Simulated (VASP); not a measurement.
Set up this calculation in VASP 6.6.1, as the native input.

* Task: relaxation of the atoms
* Functional: PBE
* Potentials or basis: VASP PAW PBE potentials, release 64 (Ga_d, N)
* Cutoff: 450 eV
* k mesh: 2 × 2 × 2
* Occupations: gaussian, width 0.01 eV
* Spin: collinear spin, ferromagnetic start
* Monkhorst-Pack mesh: yes

The structure of Ga24N25 (a cell with a defect) lies in POSCAR:

```
Ga24N25
1.0
   -3.2177240000     -5.5732640000      5.2440550000
    6.4354500000      0.0000000000      5.2440550000
   -3.2177260000      5.5732640000      5.2440550000
Ga N
24 25
Direct
    0.8330620000      0.4997285000      0.6663955000
    0.6663953300      0.3330618300      0.9997288300
    0.9997286700      0.6663951700      0.3330621700
    0.6663953300      0.8330618300      0.4997288300
    0.9990308600      0.1699766500      0.8264152200
    0.1663953300      0.3330618300      0.4997288300
    0.4997286700      0.6663951700      0.8330621700
    0.8239483000      0.0014914400      0.1532166300
    0.3330620000      0.4997285000      0.1663955000
    0.3330620000      0.9997285000      0.6663955000
    0.1702094700      0.8340553500      0.9895049100
    0.4997286700      0.1663951700      0.3330621700
    0.6663953300      0.4997288300      0.3330618300
    0.4997286700      0.3330621700      0.6663951700
    0.8330620000      0.6663955000      0.9997285000
    0.4997286700      0.8330621700      0.1663951700
    0.8330620000      0.1663955000      0.4997285000
    0.9997286700      0.3330621700      0.1663951700
    0.3330620000      0.6663955000      0.4997285000
    0.6663953300      0.9997288300      0.8330618300
    0.1663953300      0.4997288300      0.8330618300
    0.1663953300      0.9997288300      0.3330618300
    0.9997286700      0.8330621700      0.6663951700
    0.3330620000      0.1663955000      0.9997285000
    0.6252713300      0.2919378300      0.4586048300
    0.4586046700      0.1252711700      0.7919381700
    0.7919380000      0.4586045000      0.1252715000
    0.4586046700      0.6252711700      0.2919381700
    0.7919380000      0.9586045000      0.6252715000
    0.9567659500      0.1154859300      0.2945706900
    0.2919380000      0.4586045000      0.6252715000
    0.6252713300      0.7919378300      0.9586048300
    0.1287893700      0.2851581200      0.9614166200
    0.1252713300      0.7919378300      0.4586048300
    0.9586046700      0.6252711700      0.7919381700
    0.2956831500      0.9583210400      0.1203249300
    0.7919380000      0.6252715000      0.4586045000
    0.6252713300      0.4586048300      0.7919378300
    0.9603915700      0.7872478500      0.1332929100
    0.6252713300      0.9586048300      0.2919378300
    0.9586046700      0.2919381700      0.6252711700
    0.1252713300      0.4586048300      0.2919378300
    0.4586046700      0.7919381700      0.6252711700
    0.7848045500      0.1158454900      0.9491565800
    0.2919380000      0.6252715000      0.9586045000
    0.2919380000      0.1252715000      0.4586045000
    0.1317153700      0.9498843800      0.7905536800
    0.4586046700      0.2919381700      0.1252711700
    0.0472669300      0.0569730300      0.0460877800
```

The input as run:

INCAR

```
  ALGO = Normal
  AMIX = 0.2
  AMIX_MAG = 0.8
  BMIX = 1E-4
  BMIX_MAG = 1E-4
  EDIFF = 1E-6
  EDIFFG = -0.025
  ENCUT = 450
  GGA = PE
  IBRION = 2
  ICORELEVEL = 1
  ISIF = 2
  ISMEAR = 0
  ISPIN = 2
  ISYM = 0
  LASPH = True
  LCHARG = False
  LORBIT = 11
  LREAL = Auto
  LUSENCCL = False
  LWAVE = False
  MAGMOM = 0 0 0 0 0.1 0 0 0.1 0 0 0.1 0 0 0 0 0 0 0 0 0 0 0 0 0 0 0 0 0 0 0.1 0 0 0.1 0 0 0.1 0 0 0.1 0 0 0 0 0.1 0 0 0.1 0 0.1
  NELM = 150
  NSW = 70
  PREC = Normal
  SIGMA = 0.01
```

KPOINTS

```
k-points
0
Monkhorst-Pack
  2 2 2
```

Potentials or basis: VASP PAW PBE potentials, release 64 (Ga_d, N).

The run is started by

```console
$ cat potpaw_PBE.64/Ga_d/POTCAR potpaw_PBE.64/N/POTCAR > POTCAR
$ mpirun -np 1 vasp_std > vasp.out
```

Results of the run:

```yaml
Energy_gained_by_relaxing: 20.0 meV/atom
Ionic_steps: 16
Largest_force_after_relaxing: 0.020 eV/Å
Net_moment: 3.00 μB per cell
Site_moments: Ga +0.00, +0.01, +0.04, -0.01; N +0.01, +0.14, +0.00, +0.11, +0.02, +0.12, +1.25 μB
Valence_electrons_inside_the_program's_atomic_spheres: Ga 11.83, 11.84, 11.77, 11.81, 11.82, 11.85, 11.78; N 3.72, 3.73, 3.69, 3.71, 3.56
```

Wall time 2.1 h on 1 × NVIDIA H100 80GB with 1 thread of AMD EPYC 7R13 Processor (Zen 3), with other jobs on the host, peak memory 1.7 GiB.
